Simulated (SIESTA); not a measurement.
Crystal: HfN.

```
CELL_PARAMETERS angstrom
0.00000 2.25600 2.25600
2.25600 0.00000 2.25600
2.25600 2.25600 0.00000
ATOMIC_POSITIONS crystal
Hf 0.00000 0.00000 0.00000
N 0.50000 0.50000 0.50000
```

| Item | Value |
| --- | --- |
| Program | SIESTA 5.4.2 |
| Task | single point |
| Functional | PBEsol |
| Potentials or basis | PseudoDojo 0.4 standard (PBEsol files) |
| Basis | DZP (energy shift 0.003 Ry; two zetas on semicore shells) |
| Grid cutoff | 800 Ry |
| Energy shift | 0.003 Ry |
| k mesh | 10 × 10 × 10 |
| Occupations | fermi-dirac, width 0.05 eV |
| Spin | no spin polarisation |

On this cell: pressure 1.3 GPa; largest force zero by symmetry; band gap on the k mesh none (metal or under the smearing width).

The same run follows on a disturbed copy (atoms moved at random, drawn with an rms of 0.05 Å):

```xyz
2
Lattice="0.0000 2.2560 2.2560 2.2560 0.0000 2.2560 2.2560 2.2560 0.0000" Properties=species:S:1:pos:R:3 pbc="T T T"
Hf   -0.0046    0.0271    0.0837
N     2.2932    2.2570    2.2327
```

Task: What changes?

Result: The energy (extrapolated to zero smearing) moves by +43.0 meV/atom; pressure 3.3 GPa; largest force 1.479 eV/Å; band gap on the k mesh none (metal or under the smearing width).

Forces in eV/Å, atoms in the order of the input:
```
Hf   0.518 -0.321 -1.343
N   -0.518  0.323  1.348
```

Stress tensor (GPa, compression positive):
```
 2.14  0.18  0.57
 0.18  1.75 -0.39
 0.57 -0.39  6.00
```

Caveats: short orbitals over semicore shells can move pressures by several GPa; the basis of atomic orbitals isn't converged, which shifts pressures, moduli and gaps.
